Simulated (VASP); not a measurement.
In, 1 atom in the cell. Symmetry: Im-3m, No. 229, cubic system. The conventional cell has a = 3.765 Å, b = 3.765 Å, c = 3.765 Å, α = 90.00°, β = 90.00°, γ = 90.00°. Around In (site symmetry m-3m) lie 8 In at 3.26 Å. This isn't the form of In at room conditions, which is tetragonal.

| Item | Value |
| --- | --- |
| Program | VASP 6.6.1 |
| Task | relaxation of cell and atoms |
| Functional | SCAN |
| Potentials or basis | VASP PAW PBE potentials, release 64 (In_d) |
| Cutoff | 600 eV |
| k mesh | 10 × 10 × 10 |
| Occupations | fermi-dirac, width 0.05 eV |
| Spin | no spin polarisation |
| Further INCAR settings | ALGO = Normal; EDIFF = 1e-07; IBRION = 2; EDIFFG = -0.02; NSW = 40; ISIF = 3 |

Potentials or basis: VASP PAW PBE potentials, release 64 (In_d).

The run is started by

```sh
$ cat potpaw_PBE.64/In_d/POTCAR > POTCAR
$ mpirun -np 1 vasp_std > vasp.out
```

Hardware: 1 thread of Intel(R) Xeon(R) Platinum 8559C (Emerald Rapids), on a shared host.

Q: How long does it take, and how much memory?

A: It took 2.1 min on 1 thread of Intel(R) Xeon(R) Platinum 8559C (Emerald Rapids), on a shared host, peak memory 0.18 GiB. Counts: scf iterations 41, k points 47, ion steps 2.
